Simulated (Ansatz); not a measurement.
Runs of Ansatz 0.2.0 on SnTe. It takes space group Pm-3m (No. 221, cubic). The conventional cell has a = 3.905 Å, b = 3.905 Å, c = 3.905 Å, α = 90.00°, β = 90.00°, γ = 90.00°. Te (site symmetry m-3m) is surrounded by 8 Sn at 3.38 Å. Sn (site symmetry m-3m) is surrounded by 8 Te at 3.38 Å. Measurements of this composition are mostly on another form, of space group No. 225.

```csv
task,level,cutoff (eV),basis error allowed,pressure (GPa)
band structure,PBEsol,152,0.001 eV/atom,(a)
band structure,LDA,152,0.001 eV/atom,-4.7
single point,PBE,152,0.001 eV/atom,-1.0
band structure,PBE,152,0.001 eV/atom,-1.0
```

Alike in all rows: potentials or basis all-electron LAPW, scalar-relativistic; no spin polarisation; cell as given; k mesh 7 × 7 × 7; smearing fermi-dirac 0.05 eV.

Problem. Estimate the missing entries.

Solution. (a) -3.8.
